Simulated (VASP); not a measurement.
# V (Im-3m) in VASP: further runs, part 2 of 2

VASP 6.6.1. The steps go on from the part before.

## (4) Electric field gradients, PBEsol+U, collinear spin, ferromagnetic start

Contents of INCAR:

```
SYSTEM = V
  PREC = Accurate
  ENCUT = 500
  EDIFF = 1E-8
  ISMEAR = -5
  SIGMA = 0.05
  LREAL = .False.
  LASPH = .True.
  NELM = 120
  ALGO = Normal
  ISIF = 2
  LWAVE = .False.
  LCHARG = .False.
  ISPIN = 2
  MAGMOM = 2
  LORBIT = 11
  LMAXMIX = 4
  LDAU = .True.
  LDAUTYPE = 2
  LDAUL = 2
  LDAUU = 6
  LDAUJ = 1
  LDAUPRINT = 1
  GGA = PS
  LEFG = .True.
```

Contents of KPOINTS:

```
regular mesh
0
Gamma
  12 12 12
  0 0 0
```

Contents of POSCAR:

```
V
2.6229
   -0.577357123794      0.577357123794      0.577357123794
    0.577357123794     -0.577357123794      0.577357123794
    0.577357123794      0.577357123794     -0.577357123794
V
1
Direct
    0.0000000000      0.0000000000      0.0000000000
```

Potentials or basis: VASP PAW PBE potentials, release 64 (V).

Started as:

```
> cat potpaw_PBE.64/V/POTCAR > POTCAR
> mpirun -np 1 vasp_std > vasp.out
```

OUTCAR:

```text
SYSTEM = V
   PREC = Accurate
   ENCUT = 500
   EDIFF = 1E-8
   ISMEAR = -5
   LREAL = .False.
   LASPH = .True.
   NELM = 120
   ISIF = 2
   ISPIN = 2
   LORBIT = 11
   GGA = PS

 ion  position               nearest neighbor table
   1  0.000  0.000  0.000-

  LATTYP: Found a body centered cubic cell.
 ALAT       =     3.0287000000

  Lattice vectors:

 A1 = (  -1.5143500000,   1.5143500000,   1.5143500000)
 A2 = (   1.5143500000,  -1.5143500000,   1.5143500000)
 A3 = (   1.5143500000,   1.5143500000,  -1.5143500000)

Analysis of symmetry for initial positions (statically):
=====================================================================
 Subroutine PRICEL returns:
 Original cell was already a primitive cell.

 Routine SETGRP: Setting up the symmetry group for a
 body centered cubic supercell.

 Subroutine GETGRP returns: Found 48 space group operations
[... 9 lines left out ...]

 Routine SETGRP: Setting up the symmetry group for a
 body centered cubic supercell.

 Subroutine GETGRP returns: Found 48 space group operations
[... 9 lines left out ...]

 Routine SETGRP: Setting up the symmetry group for a
 body centered cubic supercell.

 Subroutine GETGRP returns: Found 48 space group operations
 (whereof 48 operations were pure point group operations)
 out of a pool of 48 trial point group operations.

The overall configuration has the point symmetry O_h .

 Subroutine INISYM returns: Found 48 space group operations
[... 5 lines left out ...]
                                     Primitive cell

  volume of cell :      13.8912

  direct lattice vectors                    reciprocal lattice vectors
    -1.514350000  1.514350000  1.514350000     0.000000000  0.330174662  0.330174662
     1.514350000 -1.514350000  1.514350000     0.330174662  0.000000000  0.330174662
     1.514350000  1.514350000 -1.514350000     0.330174662  0.330174662  0.000000000

  length of vectors
     2.622931140  2.622931140  2.622931140     0.466937486  0.466937486  0.466937486

  position of ions in fractional coordinates (direct lattice)
     0.000000000  0.000000000  0.000000000

  ion indices of the primitive-cell ions
   primitive index   ion index
                 1           1

----------------------------------------------------------------------------------------
[... 683 lines left out ...]
  --------------------------------------------------------------------------------------
  -------------------------------------------------------------------------------------
  Total        2.5635642      2.5635642      2.5635642      0.0000000      0.0000000     -0.0000000
  in kB      295.6759491    295.6759491    295.6759491      0.0000000      0.0000000     -0.0000000
  external PRESSURE =     295.6759491 kB  Pullay stress =       0.0000000 kB

 VOLUME and BASIS-vectors are now :
 -----------------------------------------------------------------------------
  energy-cutoff  :      500.00
  volume of cell :       13.89
      direct lattice vectors                 reciprocal lattice vectors
    -1.514350000  1.514350000  1.514350000     0.000000000  0.330174662  0.330174662
     1.514350000 -1.514350000  1.514350000     0.330174662  0.000000000  0.330174662
     1.514350000  1.514350000 -1.514350000     0.330174662  0.330174662  0.000000000

  length of vectors
     2.622931140  2.622931140  2.622931140     0.466937486  0.466937486  0.466937486

 FORCES acting on ions
    electron-ion (+dipol)            ewald-force                    non-local-force                 convergence-correction
 -----------------------------------------------------------------------------------------------
   0.452E-14 0.315E-14 0.389E-14   -.390E-15 -.859E-15 -.145E-15   -.207E-24 0.103E-24 0.103E-24   0.301E-14 0.148E-14 0.121E-14
 -----------------------------------------------------------------------------------------------
   0.452E-14 0.315E-14 0.389E-14   -.390E-15 -.859E-15 -.145E-15   -.207E-24 0.103E-24 0.103E-24   0.301E-14 0.148E-14 0.121E-14

 POSITION                                       TOTAL-FORCE (eV/Angst)
 -----------------------------------------------------------------------------------
      0.00000      0.00000      0.00000         0.000000      0.000000      0.000000
 -----------------------------------------------------------------------------------
    total drift:                                0.000000      0.000000      0.000000

--------------------------------------------------------------------------------------------------------

  FREE ENERGIE OF THE ION-ELECTRON SYSTEM (eV)
  ---------------------------------------------------
  free  energy   TOTEN  =        -4.3939457033 eV

  energy  without entropy=       -4.3939457033  energy(sigma->0) =       -4.39394570

--------------------------------------------------------------------------------------------------------

 Electric field gradients (V/A^2)
---------------------------------------------------------------------
 ion       V_xx      V_yy      V_zz      V_xy      V_xz      V_yz
---------------------------------------------------------------------
   1       0.000     0.000     0.000    -0.000    -0.000    -0.000
---------------------------------------------------------------------

 Electric field gradients after diagonalization (V/A^2)
 (convention: |V_zz| > |V_xx| > |V_yy|)
----------------------------------------------------------------------
 ion       V_xx      V_yy      V_zz     asymmetry (V_yy - V_xx)/ V_zz
----------------------------------------------------------------------
   1       0.000     0.000    -0.000       0.000
----------------------------------------------------------------------

 Eigenvectors
----------------------------------------------------------------------

 ion   1
 xx      -0.332    -0.480     0.812
 yy       0.746    -0.660    -0.086
 zz       0.577     0.577     0.577

----------------------------------------------------------------------

           NMR quadrupolar parameters

 Cq : quadrupolar parameter    Cq=e*Q*V_zz/h
 eta: asymmetry parameters     (V_yy - V_xx)/ V_zz
 Q  : nuclear electric quadrupole moment in mb (millibarn)
----------------------------------------------------------------------
 ion       Cq(MHz)       eta       Q (mb)
----------------------------------------------------------------------
   1      -0.000       0.000       1.000
----------------------------------------------------------------------

--------------------------------------------------------------------------------------------------------

 -----------------------------------------------------------------------------
|                                                                             |
|           W    W    AA    RRRRR   N    N  II  N    N   GGGG   !!!           |
|           W    W   A  A   R    R  NN   N  II  NN   N  G    G  !!!           |
|           W    W  A    A  R    R  N N  N  II  N N  N  G       !!!           |
|           W WW W  AAAAAA  RRRRR   N  N N  II  N  N N  G  GGG   !            |
|           WW  WW  A    A  R   R   N   NN  II  N   NN  G    G                |
|           W    W  A    A  R    R  N    N  II  N    N   GGGG   !!!           |
|                                                                             |
|     Tetrahedron method does not include variations of the Fermi             |
|     occupations, so forces and stress will be inaccurate. We suggest        |
|     using a different smearing scheme ISMEAR = 1 or 2 for metals in         |
|     relaxations.                                                            |
|                                                                             |
 -----------------------------------------------------------------------------

 total charge

# of ion       s       p       d       tot
------------------------------------------
    1        0.590   0.715   3.385   4.690

 magnetization (x)

# of ion       s       p       d       tot
------------------------------------------
    1        0.002   0.132   1.941   2.075

 BZINTS: Fermi energy:    7.131793;    5.000000 electrons
         Band energy: 0.213899E+02;  BLOECHL correction:   -0.041848

=======================================================================
```

OSZICAR:

```text
N       E                     dE             d eps       ncg     rms          rms(c)
DAV:   1     0.762517340934E+01    0.76252E+01   -0.20084E+03  2037   0.684E+02
DAV:   2    -0.526384889982E+01   -0.12889E+02   -0.12481E+02  2023   0.791E+01
DAV:   3    -0.536860140385E+01   -0.10475E+00   -0.10450E+00  2660   0.979E+00
DAV:   4    -0.536926051756E+01   -0.65911E-03   -0.65744E-03  2751   0.659E-01
[... 15 lines left out ...]
DAV:  20    -0.439394581931E+01    0.41717E-06   -0.62646E-08  2345   0.224E-03    0.418E-04
DAV:  21    -0.439394589326E+01   -0.73953E-07   -0.27999E-09  1218   0.482E-04    0.181E-04
DAV:  22    -0.439394564795E+01    0.24531E-06   -0.84702E-09  1176   0.870E-04    0.669E-05
DAV:  23    -0.439394569727E+01   -0.49322E-07   -0.43510E-10  1162   0.234E-04    0.951E-06
DAV:  24    -0.439394570334E+01   -0.60616E-08   -0.46625E-11  1092   0.672E-05
   1 F= -.43939457E+01 E0= -.43939457E+01  d E =0.000000E+00  mag=     2.0516
```

stdout:

```text
POSCAR found type information on POSCAR V
 POSCAR found :  1 types and       1 ions
 scaLAPACK will be used
 -----------------------------------------------------------------------------
[... 25 lines left out ...]
|     Tetrahedron method does not include variations of the Fermi             |
|     occupations, so forces and stress will be inaccurate. We suggest        |
|     using a different smearing scheme ISMEAR = 1 or 2 for metals in         |
|     relaxations.                                                            |
|                                                                             |
 -----------------------------------------------------------------------------
```

Wall time 43 s (1 thread of Intel Xeon Platinum 8259CL at 2.50GHz (Skylake/Cascade Lake), shared host); peak memory 0.14 GiB.

Results:

```yaml
Free_energy: -4.3939 eV
Pressure: 29.6 GPa
Band_gap_on_the_k_mesh: none (metal or under the smearing width)
Net_moment: 2.05 μB per cell
Site_moments: V +2.08 μB
Valence_electrons_inside_the_program's_atomic_spheres: V 4.69
```

Electric field gradients, principal values (V/Å²):
```
atom    Vxx    Vyy    Vzz
 1 V  0.000  0.000  0.000
```

Eigenvalues of the final occupation matrices:
```
    site  spin  trace               eigenvalues
site 1 d     1   2.68  0.22 0.22 0.75 0.75 0.75
site 1 d     2   0.73  0.06 0.06 0.06 0.27 0.27
```

Caveat: a pressure of tens of GPa on the cell as given is suspect, and the run, the potentials or the cell itself is likely at fault; the PAW data sets were made with another functional, which shifts forces and pressure a little; the U is typed as a test and isn't derived for this compound; tetrahedron occupations give inexact forces and stress in metals. The state reached can hang on the start; a lower one may exist.

## (5) For comparison

An earlier run on the cell as given: functional PBE; potentials or basis VASP PAW PBE potentials, release 64 (V_sv); cutoff 520 eV; k mesh 12 × 12 × 12; occupations fermi-dirac, width 0.05 eV; collinear spin, ferromagnetic start; starting moments [2.0] μB.

- Pressure: -5.2 GPa
- Band gap on the k mesh: none (metal or under the smearing width)
- Net moment: 0.00 μB per cell
- Valence electrons inside the program's atomic spheres: V 11.60

## (6) The runs side by side

```tsv
task	level	potentials or basis	spin	U	cell	cutoff (eV)	smearing	LDAUTYPE	hund's J	other keys	gap on the mesh (eV)	pressure (GPa)	moment (μB)
density of states	r2SCAN+U	VASP PAW PBE potentials, release 64 (V_sv)	collinear, random start	V d U = 4.5 eV	as given	450	tetrahedron	-	-	NELMIN = 8; LREAL = Auto; ENCUT = 450	none	34.4	1.75
electric field gradients	LDA+U	VASP PAW LDA potentials, release 64 (V_sv)	collinear, random start	V d U = 3 eV, J = 0.5 eV	volume scaled by 1.08	520	tetrahedron	2	0.5	NBANDS = 10	none	-19.7	0.70
electric field gradients	PBEsol+U	VASP PAW PBE potentials, release 64 (V)	collinear, ferromagnetic start	V d U = 6 eV, J = 1.0 eV	as given	500	tetrahedron	2	1	-	none	29.6	2.05
single point	PBE	VASP PAW PBE potentials, release 64 (V_sv)	collinear, ferromagnetic start	-	as given	520	fermi-dirac 0.05 eV	-	-	-	none	-5.2	0.00
```

Alike in all rows: k mesh 12 × 12 × 12.

Caveats: the U is typed as a test and isn't derived for this compound (some runs); tetrahedron occupations give inexact forces and stress in metals (some runs); a pressure of tens of GPa on the cell as given is suspect, and the run, the potentials or the cell itself is likely at fault (some runs); the PAW data sets were made with another functional, which shifts forces and pressure a little (some runs).

Total energies depend on the potentials used, so only differences within one code and one set of settings carry meaning.
